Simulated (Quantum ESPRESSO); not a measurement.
# ZnO: equation of state with PBE

The system is ZnO.

```xyz
2
Lattice="2.6882 0.0000 0.0000 0.0000 2.6882 0.0000 0.0000 0.0000 2.6882" Properties=species:S:1:pos:R:3 pbc="T T T"
Zn    0.0000    0.0000    0.0000
O     1.3441    1.3441    1.3441
```

The cell was built by a generator and needn't be a form met in nature.

| Quantity | Value |
| --- | --- |
| Program | Quantum ESPRESSO 7.5 |
| Task | equation of state |
| Functional | PBE |
| Potentials or basis | SSSP 1.3 efficiency PBE |
| Cutoff | 748 eV |
| Density cutoff | 5987 eV |
| k mesh | 10 × 10 × 10 |
| Occupations | fermi-dirac, width 0.05 eV |
| Spin | no spin polarisation |
| Mixing beta | 0.5 |
| Most SCF iterations | 120 |
| SCF threshold | 4e-10 Ry |

The equilibrium volume is 9.74 Å³/atom. The bulk modulus is 159 GPa and the pressure derivative of the bulk modulus is 4.7.

Energy against volume, from the lowest point:
```tsv
volume (Å³/atom)	energy (meV/atom)
9.130	21.26
9.325	9.45
9.519	2.52
9.713	0.00
9.907	1.37
10.102	6.24
10.296	14.23
```

All runs of the series together: 74 s on 1 thread of Arm Neoverse V2, on a shared host.
